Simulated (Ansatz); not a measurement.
Crystal: Te.

```xyz
3
Lattice="4.4540 0.0000 0.0000 -2.2270 3.8573 0.0000 0.0000 0.0000 5.9240" Properties=species:S:1:pos:R:3 pbc="T T T"
Te    1.6279    2.8197    0.0000
Te   -0.5991    1.0376    3.9493
Te    1.1981    0.0000    1.9747
```

Base run:

```yaml
Program: Ansatz 0.2.0
Functional: HSE06 form with a typed share of exact exchange
Potentials_or_basis: Ansatz PAW
Cutoff: "420 eV (not typed: the program's choice for these potentials)"
k_mesh: 4 × 4 × 3
Occupations: fermi-dirac, width 0.05 eV
Spin: no spin polarisation
```

Its results: band gap on the k mesh 1.39 eV, indirect (least direct gap 1.60 eV); pressure -0.3 GPa; largest force 0.346 eV/Å.

Task: After a change of settings the same cell gave: band gap on the k mesh 1.29 eV, indirect (least direct gap 1.50 eV); pressure -0.2 GPa; largest force 0.308 eV/Å. Which change was it?
A. screening (1/å) from 0.15 to 0.6
B. screening (1/å) from 0.15 to 0.4
C. screening (1/å) from 0.15 to 0.2
D. screening (1/å) from 0.15 to 0.1

Result: C.

Caveats: odd divisions of the mesh miss points on the zone boundary, where band edges often lie, so the gap on the mesh can be too wide; spin-orbit coupling is left out, which moves the levels of the heavy elements; the PAW data sets come from PBE, with cores solved anew for the run's functional, which leaves a small shift of forces and pressure; the thresholds are loose for stress.
